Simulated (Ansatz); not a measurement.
Co:

```
Co
1.0
     2.47200    0.00000    0.00000
    -1.23600    2.14081    0.00000
     0.00000    0.00000    4.02114
Co
2
Direct
  0.66667 0.33333 0.75000
  0.33333 0.66667 0.25000
```

Below is the output of Ansatz 0.2.0 for this cell. Logs are shortened: lines on timing, memory, paths and dates and some standing lists are left out, and cuts for length are marked.

```text
Warning: RAYON_NUM_THREADS=2 ignored (pool sized by the plan → 2); use --threads N
Engine: ansatz 0.2.0, aarch64-unknown-linux-gnu
Pseudopotentials: kind: paw
Pseudopotential: Co, paw, valence charge 17, recommended cutoff 420 eV (normal), Co.paw.azcp
Functional definition: PBEsol
  exchange = pbesol_x
  correlation = pbesol_c
Crystal: 2 atoms, lattice volume = 21.280 Å³
Basis set: ecut = 420 eV, 391 PW (Γ), exchange–correlation on 36×36×54 points (8 copies of the dense FFT grid, shifted against one another)
Bands: 23, of which v1, the nominal top of the filled ones, is band 17 counted from 1 (16 counted from 0)
Symmetry: 24 space group operations
Space group: P63/mmc (ITA 194), of the structure as read, at distance tolerance 2.8e-5 Å
Magnetic group: BNS 194.263 (UNI 1493), of the structure as read, at distance tolerance 2.8e-5 Å
k-points: 76 of 1008
Non-local potential: Co, projectors of the file, l = 0: 3, l = 1: 2, l = 2: 3, l = 3: 1
PAW form: soft (Blöchl's): semilocal exchange-correlation on the pseudo side does not see the compensation charge
PAW frozen core: Co, regenerated for the run's functional, and the local potential with it (the file was generated under x = pbe(κ = 0.804, μ = 0.2195149727645171), c = pbe(β = 0.06672455060314922))
PAW one-centre angular grid: Co, 590 points (default); XC on 64 Gauss nodes
Initial density: superposition of atomic densities (chi_scale 0.1, normalization cell)
Starting moments: Σ|m| = 4 μB on 2 of 2 sites
Initial wavefunctions: pseudopotential atomic-orbital guess
Functional: x = pbesol(κ = 0.804, μ = 0.12345679012345678), c = pbesol(β = 0.046)
SCF iter   1: F=—  HF=-10185.644180 eV  |F-HF|=—  |Δ(HF+E_count)|=         —  Δρ=1.01e-1 (↑6.09e-2 ↓1.01e-1)  dr2=3.12e0  dr2_m=9.80e-2  M=3.588 μB ∫|m|=3.731 μB  β_m=0.30  ethr=3.10e-3  ⟨swp⟩=5.3  Hψ=13138  notcnv=0
Mixer restart at iter 1: flushing history
preconditioner: auto → none  [metal: Δε(μ)=0.013 eV  Ē_g=9.358 eV  σ=0.050 eV  W_gap=0.07  n_scr=8 (ndim 8)  ℏωp=34.2 eV  f_vac=0.000  D(μ)=1.46/eV (n_scr^D=22)  sad-step TF]
[... 96 lines left out ...]
Spin contamination: 0.0450 ħ² per cell (⟨S²⟩ above its minimum at these occupations)
Per-site moments (μB) at R_I (Å): [(1.629175535553068, 1.0055450012546), (1.629175535553068, 1.0055450012546)]
Free energy (F): -10185.987871 eV
Harris-Foulkes:  -10185.987871 eV  (|F-HF|=0.00e0)
Internal energy: -10185.972422 eV  (E = F + TS)
E sigma→0 (E₀):  -10185.980147 eV
Entropy (-TS):   -0.015449 eV (-7.725 meV/atom)
Fermi energy:    19.544090 eV
--- Per-component energies (eV) ---
  E_band       = -457.460330
  E_kinetic    = 910.195600
  E_local      = -5533.628755  (includes V_loc(G=0)·N_el)
  E_nonlocal   = 910.993918
  E_hartree    = 2319.618907
  E_xc         = -316.463512
  E_vxc        = -410.310364  (∫ρ·V_xc dr)
  E_paw        = -2965.103160  (= ΣΔE_a)
  E_vpaw       = -973.948727  (= ΣTr[D̂ρ^β])
  E_aug_tail   = 0.000117  (compensation charges beyond the density's cutoff)
  E_ewald      = -5511.962376
  E_core_change = 0.376838  (= ΣΔE_core)
  E_smearing   = -0.015449  (= −TS)
  E_closure    = 0.000000  (closes the sum)
  Σ components = -10185.987871   (vs F -10185.987871, Δ=0.00e0)
--- Forces (eV/Å), atoms counted from 1 ---
  atom   1  Co    -0.00000000     0.00000000     0.00000000
  atom   2  Co     0.00000000    -0.00000000     0.00000000
  max |Σ_I F_I| component: 4.63e-18 eV/Å
--- Stress (GPa, compression-positive) ---
       -0.001324       0.000000       0.000000
        0.000000      -0.001324       0.000000
        0.000000       0.000000       0.000631
  P = ⅓ Tr σ = -0.0007 GPa (-0.007 kbar)
--- Band table (eV; the first three rows and the last of 152) ---
  k-point 0 ↑: bands = ["-76.2092", "-76.1378", "-39.7729", "-39.4383", "-39.4383", "-39.3810", "-39.3810", "-39.3770", "10.2032", "14.1352", "16.8935", "16.9050", "16.9050", "17.2517", "17.2517", "17.6265", "17.6265", "18.8387", "18.8387", "19.3234", "26.2896", "41.5995", "44.4318"]
  k-point 1 ↑: bands = ["-76.2056", "-76.1413", "-39.7536", "-39.4355", "-39.4355", "-39.3970", "-39.3838", "-39.3838", "10.4173", "14.0889", "16.8347", "16.8476", "16.8476", "17.1903", "17.1903", "17.7641", "17.7641", "18.5689", "18.8272", "18.8272", "27.4591", "41.5021", "43.7048"]
  k-point 2 ↑: bands = ["-76.1958", "-76.1512", "-39.6994", "-39.4526", "-39.4275", "-39.4275", "-39.3918", "-39.3918", "11.0385", "13.8183", "16.6862", "16.7792", "16.7792", "17.0440", "17.0440", "17.3144", "18.0561", "18.0561", "18.7659", "18.7659", "30.0718", "40.0754", "41.9998"]
  k-point 75 ↓: bands = ["-74.1426", "-74.1426", "-37.7668", "-37.7668", "-37.6955", "-37.6667", "-37.5115", "-37.5115", "16.6825", "16.7698", "16.7946", "16.7946", "17.6920", "17.6920", "19.2198", "19.4964", "20.6892", "20.6892", "26.0907", "26.0907", "27.2433", "28.5256", "30.2853"]
--- Relaxed structure (5 steps of the walk, 5 accepted, 2 SCFs on fresh bases) ---
  F+E_penalty+E_count = -10185.98787111 eV   max|allowed force component| = 5.089e-17 eV/Å   (the final SCF, on the basis selected at the relaxed cell)
  cell:  # Å, volume = 20.7345 Å³
    - [2.457474961492963, 0.0, 0.0]
    - [-1.2287374807464815, 2.128235745817091, 0.0]
    - [0.0, 0.0, 3.9644653476801643]
  atoms:
    - { symbol: Co, position: [0.6666666666666666, 0.3333333333333333, 0.75] }
    - { symbol: Co, position: [0.3333333333333333, 0.6666666666666666, 0.24999999999999994] }
```

**Question.** What input gives this log?

**Answer.** Relaxation of cell and atoms with PBEsol, collinear spin, ferromagnetic start. The files as run (others can give the same):

input.yaml
```yaml
crystal:
  lattice:
    - [2.4719999032, 0.0, 0.0]
    - [-1.2359999516, 2.1408147143, 0.0]
    - [0.0, 0.0, 4.02114408]
  atoms:
    - { symbol: Co, position: [0.6666666667, 0.3333333333, 0.75], spin: 2.0 }
    - { symbol: Co, position: [0.3333333333, 0.6666666667, 0.25], spin: 2.0 }
hamiltonian:
  xc: pbesol
  pseudopotentials: { kind: paw }
magnetization:
  spin_polarized: true
kpoints:
  mp_grid: { grid: [12, 12, 7] }
scf:
  occupations: { method: fermi_dirac, width: 0.05 }
output:
  forces: true
  stress: true
  eigenvalues: true
relax:
  f_tol: 0.01
  max_steps: 40
  cell: { stress_tol: 0.05 }
```

Potentials or basis: Ansatz PAW.
Run with:
```sh
$ ansatz run input.yaml --threads 2 --pin off --max-ram 5632MiB --backend cpu --events-out ev --progress --plain --runs-dir out
```

Caveat: the plane-wave basis is chosen anew once the cell has moved, so the energies of steps on either side of that aren't comparable; the PAW data sets come from PBE, with cores solved anew for the run's functional, which leaves a small shift of forces and pressure.
